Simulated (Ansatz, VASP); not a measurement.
GaN in VASP and in Ansatz

File INCAR:

```
ALGO     = Normal         # electronic algorithm
EDIFF    = 1E-6           # SCF threshold, eV
EDIFFG   = -0.005         # ionic threshold
ENCUT    = 600            # plane-wave cutoff, eV
GGA      = CA             # functional
IBRION   = 2              # ionic algorithm
ISIF     = 3              # what is computed and relaxed
ISMEAR   = 0              # smearing method
LASPH    = True           # aspherical terms in the spheres
LCHARG   = False          # write CHGCAR
LREAL    = False          # projectors in reciprocal space
LWAVE    = False          # write WAVECAR
NELM     = 60             # most SCF steps
NSW      = 100            # ionic steps
PREC     = Accurate       # precision mode
SIGMA    = 0.02           # smearing width, eV
```

KPOINTS

```
k-points
0
Gamma
  10 10 10
```

Contents of POSCAR:

```
GaN
1.0
    0.0000000000      2.2535006100      2.2535006100
    2.2535006100      0.0000000000      2.2535006100
    2.2535006100      2.2535006100      0.0000000000
Ga N
1 1
Direct
    0.0000000000      0.0000000000      0.0000000000
    0.2500000000      0.2500000000      0.2500000000
```

Input for Ansatz:

```yaml
crystal:
  lattice:
    - [0.0, 2.25350061, 2.25350061]
    - [2.25350061, 0.0, 2.25350061]
    - [2.25350061, 2.25350061, 0.0]
  atoms:
    - { symbol: Ga, position: [0.0, 0.0, 0.0] }
    - { symbol: "N", position: [0.25, 0.25, 0.25] }
basis:
  ecutwfc: 420
kpoints:
  mp_grid: { grid: [10, 10, 10] }
hamiltonian:
  xc: lda
scf:
  occupations: { method: gaussian, width: 0.02 }
output:
  forces: true
  stress: true
  eigenvalues: true
relax:
  adjacent_minimum: "off"
  f_tol: 0.005
  max_steps: 80
  cell: { stress_tol: 0.05 }
```

The cell is a database's computed one.

Alike in both runs: task relaxation of cell and atoms; functional LDA; k mesh 10 × 10 × 10; occupations gaussian, width 0.02 eV; no spin polarisation.

```csv
,VASP,Ansatz
version,VASP 6.6.1,Ansatz 0.2.0
potentials or method,"VASP PAW LDA potentials, release 64 (Ga_d, N)","scalar-relativistic, plane waves, PAW"
plane-wave cutoff (eV),600,420
valence electrons in the cell,18,18
```

VASP gave:

```
gap on the k mesh at the Fermi level, each at its own relaxed structure (eV) : 1.94
relaxed volume (Å³/atom)                                                     : 11.11
relaxed cell length with the largest relative difference (Å)                 : 3.156
energy change over the relaxation (meV/atom)                                 : -6
```

Task: Which values does Ansatz return?

Result: gap on the k mesh at the Fermi level, each at its own relaxed structure (eV): 1.96; relaxed volume (Å³/atom): 11.06; relaxed cell length with the largest relative difference (Å): 3.150; energy change over the relaxation (meV/atom): -8.

A hybrid or GW would open this gap; LDA tends to underestimate it.
